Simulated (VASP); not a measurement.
Here is a VASP 6.6.1 calculation.

POSCAR

```
Ge
1.0
    0.0000000000      2.8124386785      2.8124386785
    2.8124386785      0.0000000000      2.8124386785
    2.8124386785      2.8124386785      0.0000000000
  Ge
     2
Direct
     0.0000000000000000    0.0000000000000000    0.0000000000000000
     0.2500000000000000    0.2500000000000000    0.2500000000000000
```

File INCAR.step1:

```
SYSTEM = Ge
PREC = Accurate ; ENCUT = 600
EDIFF = 1E-8 ; ISMEAR = 0
SIGMA = 0.03 ; LREAL = .False.
LASPH = .True. ; NELM = 80
ALGO = Normal ; ISIF = 3
LWAVE = .False. ; LCHARG = .False.
IBRION = 2 ; NSW = 40
EDIFFG = -0.002
```

Contents of INCAR.step2:

```
SYSTEM = Ge
PREC = Accurate ; ENCUT = 600
EDIFF = 1E-8 ; ISMEAR = 0
SIGMA = 0.03 ; LREAL = .False.
LASPH = .True. ; NELM = 80
ALGO = Normal ; ISIF = 2
LWAVE = .False. ; LCHARG = .False.
IBRION = 6 ; NFREE = 2
POTIM = 0.015 ; NSW = 1
```

Contents of KPOINTS:

```
Automatic mesh
0
Gamma
  10 10 10
  0 0 0
```

Potentials or basis: VASP PAW LDA potentials, release 64 (Ge_d).

The run is started by

```bash
$ cat potpaw_LDA.64/Ge_d/POTCAR > POTCAR
$ cp INCAR.step1 INCAR
$ mpirun -np 1 vasp_std > vasp.out
$ cp CONTCAR POSCAR
$ cp INCAR.step2 INCAR
$ mpirun -np 1 vasp_std > vasp.out
```

Estimate the highest phonon frequency at Γ.

288 cm⁻¹.

Phonon frequencies in cm⁻¹ (negative: imaginary):
```tsv
q point	frequencies
(0.000, 0.000, 0.000)	0 0 0 288 288 288
```
